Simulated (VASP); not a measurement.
Hf, 5 atoms in the cell. The cell holds a slab with vacuum, 5 atoms: a = 4.956 Å, b = 4.956 Å, c = 18.047 Å, α = 90.00°, β = 90.00°, γ = 120.00°. The slab is cut from a database's or a generator's crystal, which needn't be the stable form of the element. The cell isn't the ideal one: clean slab, lower half held.

```yaml
Program: VASP 6.6.1
Task: single point
Functional: PBE
Dispersion: D3(BJ)
Potentials_or_basis: VASP PAW PBE potentials, release 64 (Hf_pv)
Cutoff: 520 eV
k_mesh: 6 × 6 × 1
Occupations: gaussian, width 0.1 eV
Spin: no spin polarisation
Dipole_correction: yes
Further_INCAR_settings: ALGO = Fast; EDIFF = 1e-06; NBANDS = 33
```

Potentials or basis: VASP PAW PBE potentials, release 64 (Hf_pv).

Launch:

```sh
$ cat potpaw_PBE.64/Hf_pv/POTCAR > POTCAR
$ mpirun -np 1 vasp_std > vasp.out
```

Hardware: 1 thread of Intel(R) Xeon(R) Platinum 8488C (Sapphire Rapids) (shared host).

Q: Estimate the wall time of this run.

A: Wall time 5.1 min on 1 thread of Intel(R) Xeon(R) Platinum 8488C (Sapphire Rapids) (shared host), peak memory 0.51 GiB. Counts: scf iterations 29, k points 7.
